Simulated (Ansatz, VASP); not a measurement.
**One calculation of TiB2, two programs**

```
CELL_PARAMETERS angstrom
1.52196 2.63611 0.00000
-1.52196 2.63611 0.00000
0.00000 0.00000 3.24409
ATOMIC_POSITIONS crystal
Ti 0.00000 0.00000 0.00000
B 0.33330 0.33340 0.50000
B 0.66660 0.66670 0.50000
```

Alike in both runs: task single point; functional PBE; k mesh 7 × 7 × 6; occupations fermi-dirac, width 0.0451 eV; no spin polarisation.

|  | VASP | Ansatz |
| --- | --- | --- |
| version | VASP 6.6.1 | Ansatz 0.2.0 |
| potentials or method | VASP PAW PBE potentials, release 64 (Ti_sv, B) | PAW plane waves |
| plane-wave cutoff (eV) | 520 | 420 |
| valence electrons in the cell | 18 | 18 |

```csv
,VASP,Ansatz,Ansatz less VASP
gap on the k mesh at the Fermi level (eV),none,none,-
pressure (GPa),-3.2,-3.4,-0.17
largest component of the traceless stress (GPa),0.69,0.74,+0.044
```

A gap of «none» marks a metal or a gap that the smearing closes. Ansatz warned: «structure_snapped_to_symmetry».
